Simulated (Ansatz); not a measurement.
## ZnS (P6_3mc, 4H) from LDA to hybrids

All numbers come from the PAW code Ansatz. The values are computed, spin-unpolarised, and not measurements.

Structure: ZnS (P6_3mc) from a database structure, at its r2SCAN minimum. The symmetry is P6_3mc (No. 186, hexagonal); conventional cell a = 3.808 Å, c = 12.466 Å, 19.56 Å³ an atom. Around Zn lie 4 S at 2.33–2.34 Å; around Zn lie 4 S at 2.33 Å; around S lie 4 Zn at 2.33–2.34 Å; around S lie 4 Zn at 2.33 Å.

```cif
data_structure
_symmetry_space_group_name_H-M 'P 1'
_symmetry_Int_Tables_number 1
_cell_length_a 3.8076
_cell_length_b 3.8076
_cell_length_c 12.4659
_cell_angle_alpha 90.000
_cell_angle_beta 90.000
_cell_angle_gamma 120.000
_cell_volume 156.52
loop_
_atom_site_label
_atom_site_type_symbol
_atom_site_fract_x
_atom_site_fract_y
_atom_site_fract_z
_atom_site_occupancy
Zn1 Zn 0.66667 0.33333 0.75007 1
Zn2 Zn 0.33333 0.66667 0.25007 1
Zn3 Zn 0.00000 0.00000 0.50010 1
Zn4 Zn 0.00000 0.00000 0.00010 1
S1 S 0.66667 0.33333 0.93759 1
S2 S 0.33333 0.66667 0.43759 1
S3 S 0.00000 0.00000 0.68724 1
S4 S 0.00000 0.00000 0.18724 1
```

Relaxed lattice by functional, symmetry kept:

| functional | k mesh | a (Å) | c (Å) | volume (Å³/atom) |
| --- | --- | --- | --- | --- |
| PBE | 12×12×2 | 3.846 | 12.589 | 20.16 |
| r2SCAN | 12×12×2 | 3.808 | 12.466 | 19.56 |
| PBEsol | 12×12×2 | 3.785 | 12.392 | 19.22 |
| LDA | 12×12×2 | 3.742 | 12.259 | 18.58 |

Gaps on the r2SCAN cell, each the least over its mesh and the special points:
```csv
level,k mesh,gap (eV),kind,edges,least direct gap (eV)
LDA,12×12×2,1.93,direct,Γ,1.93
PBE,12×12×2,2.18,direct,Γ,2.18
r2SCAN,12×12×2,2.74,direct,Γ,2.74
HSE06,6×6×2,3.41,direct,Γ,3.41
DDH-PBE0,6×6×2,3.45,direct,Γ,3.45
PBE0,6×6×2,4.08,direct,Γ,4.08
LC-ωPBE,6×6×2 alone,8.31,direct,Γ,8.31
```
PBE: smearing of 0.02 eV; the others have fixed occupations.
Wave cutoffs: 420 eV, 500 eV (r2SCAN).
A mesh marked alone had no extra points solved.

With HSE06 the gap is 3.41 eV and direct, at Γ.

r2SCAN covers 46 % of the step from PBE to HSE06. Among these functionals the gap stays direct.

r2SCAN (ground state on 6×6×2): ε∞: 5.39 along x and y, 5.45 along z. Born charges, averaged over directions: Zn +1.98, S -1.98 e. PBE (ground state on 6×6×2): The clamped-ion dielectric constant comes out as 5.87 along x and y, 5.94 along z. Born charges, averaged over directions: Zn +1.97, S -1.97 e.

The meshes of the hybrids are coarse, so their gaps aren't converged to the digits shown.
